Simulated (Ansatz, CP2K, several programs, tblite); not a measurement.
Energy against volume for Mg2Ge (antifluorite), at fixed shape and fractional coordinates, computed by several methods (PBE and r2SCAN, where shown, with plane waves in Ansatz); the cell shown is that of r2SCAN. The symmetry is Fm-3m (No. 225, cubic); conventional cell a = 6.366 Å, 21.50 Å³ an atom. Around Ge lie 8 Mg at 2.76 Å; around Mg lie 4 Ge at 2.76 Å. No spin polarisation and no zero-point or thermal motion. Energies count from each curve's lowest point; fits are third-order Birch-Murnaghan.

```
Ge Mg
1.0
     0.00000    3.18310    3.18310
     3.18310    0.00000    3.18310
     3.18310    3.18310    0.00000
Ge Mg
1 2
Direct
  0.00000 0.00000 0.00000
  0.25000 0.25000 0.25000
  0.75000 0.75000 0.75000
```

PBE/SZV (CP2K), on the shape of the cell shown:

| V (Å³/atom) | E (meV/atom) |
| --- | --- |
| 18.921 | 301.85 |
| 20.211 | 206.59 |
| 21.501 | 122.94 |
| 22.791 | 65.20 |
| 24.081 | 0.00 |

The lowest point is an end point, so the minimum isn't bracketed.

r2SCAN, on the shape of its own relaxed cell:
```
V (Å³/atom)  E (meV/atom)
     20.211         14.87
     20.856          3.49
     21.501          0.00
     22.146          3.27
     22.791         12.38
```
V₀ = 21.50 Å³ an atom and B₀ = 56 GPa.

light PBE (260 eV, its own mesh), on the shape of the cell shown:

| V (Å³/atom) | E (meV/atom) |
| --- | --- |
| 19.781 | 45.90 |
| 20.641 | 29.24 |
| 21.501 | 4.71 |
| 22.361 | 3.80 |
| 23.221 | 0.00 |
| 24.081 | 25.12 |

The points scatter about a smooth fit, as a low cutoff and a light mesh can make them, so no fit is quoted.

GFN1-xTB (tblite), on the shape of the cell shown, as a cluster of 96 atoms at the zone centre:
```csv
V (Å³/atom),E (meV/atom)
18.921,384.44
20.211,223.38
21.501,114.48
22.791,43.33
24.081,0.00
```
The lowest point is an end point, so the minimum isn't bracketed.

Question: PBE, on the shape of its own relaxed cell, gives
```
V (Å³/atom)  E (meV/atom)
     20.714         13.82
     21.375          3.28
     22.036          0.00
     22.697          2.95
     23.358         11.22
```
What equilibrium volume and bulk modulus follow?

Answer: V₀ = 22.04 Å³ an atom and B₀ = 50 GPa.
